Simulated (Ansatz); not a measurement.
Zincblende InP, relaxed with r2SCAN in Ansatz: space group F-43m (No. 216), cubic; a = 5.908 Å in the conventional setting, 25.77 Å³ an atom. In is surrounded by 4 P at 2.56 Å; P is surrounded by 4 In at 2.56 Å. It was then strained (epitaxial in the xy plane), atoms relaxed again within the symmetry left. Unstrained, HSE06 gives 1.357 eV (Γ, 6×6×6 mesh), and the band edges keep their places in every row. The normal direction was relaxed to zero stress. Only one sign of strain is shown, since it lowers the symmetry, and equivalent edge states can then move with another slope on the other side. Stress is positive in compression. No spin polarisation and no zero-point or thermal motion.

Axes as in this cell:
```
CELL_PARAMETERS angstrom
0.00000 2.95379 2.95379
2.95379 0.00000 2.95379
2.95379 2.95379 0.00000
ATOMIC_POSITIONS crystal
In 0.00000 0.00000 0.00000
P 0.25000 0.25000 0.25000
```

```tsv
strain (%)	ε	ΔE_g, HSE06 (eV)	Δσ_xx, r2SCAN (GPa)
+0.86	+0.0086	-0.105	-0.77
+1.5	+0.0150	-0.183	-1.32
+1.79	+0.0179	-0.217	-1.56
+3.0	+0.0300	-0.358	-2.52
+4.0	+0.0400	-0.472	-3.26
```

Fit ΔE_g = a x + b x² to these rows by least squares, with x = ε.
The normal equations take Σx² = 3.119e-03, Σx³ = 1.007e-04, Σx⁴ = 3.529e-06, ΣxΔE = -3.715e-02 and Σx²ΔE = -1.196e-03, and give a = -12.38 eV, b = +14.7 eV; the largest residual is 0.001 eV.

Fit the change of σ_xx in the same way.
Δσ_xx = -91.8 x + (257) x² GPa. The slope, 92 GPa, is the biaxial modulus of the film.

Predict the withheld row at +2.0 % (x = +0.0200).
ΔE_g ≈ -12.38 × (+0.0200) + (14.7) × (+0.0200)² = -0.242 eV, and Δσ_xx ≈ -1.73 GPa. The runs give -0.242 eV and -1.73 GPa, off by 0.000 eV and 0.00 GPa.

No spin-orbit coupling is included; it can move band edges with weight on the heavy atoms by tenths of an eV.
